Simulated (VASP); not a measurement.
A run of VASP 6.6.1 is set up as follows.

INCAR

```
PREC = Accurate ; ENCUT = 520
EDIFF = 1E-6 ; ISMEAR = 0
SIGMA = 0.1 ; LREAL = False
LASPH = True ; NELM = 150
ALGO = Normal ; ISIF = 2
LWAVE = False ; LCHARG = False
ISPIN = 2 ; MAGMOM = 0 0
LORBIT = 11 ; NUPDOWN = 0.0
GGA = RP ; IVDW = 13
NBANDS = 19
```

File KPOINTS:

```
regular mesh
0
Gamma
  6 6 6
```

POSCAR

```
CsI
1.0
    4.6879105356      0.0000000000      0.0000000000
    0.0000000000      4.6879105356      0.0000000000
    0.0000000000      0.0000000000      4.6879105356
Cs I
1 1
Direct
    0.0000000000      0.0000000000      0.0000000000
    0.5000000000      0.5000000000      0.5000000000
```

Potentials or basis: VASP PAW PBE potentials, release 64 (Cs_sv, I).

The run is started by

```bash
$ cat potpaw_PBE.64/Cs_sv/POTCAR potpaw_PBE.64/I/POTCAR > POTCAR
$ mpirun -np 1 vasp_std > vasp.out
```

**Question.** What does it give for the pressure?

**Answer.** 0.0 GPa.

**Question.** Estimate the dispersion energy per atom.

**Answer.** -0.288 eV.

Caveat: the PAW data sets were made with another functional, which shifts forces and pressure a little; the total moment is fixed, so each spin has its own Fermi level. Spin-orbit coupling is left out, which matters for the levels of Cs, I.
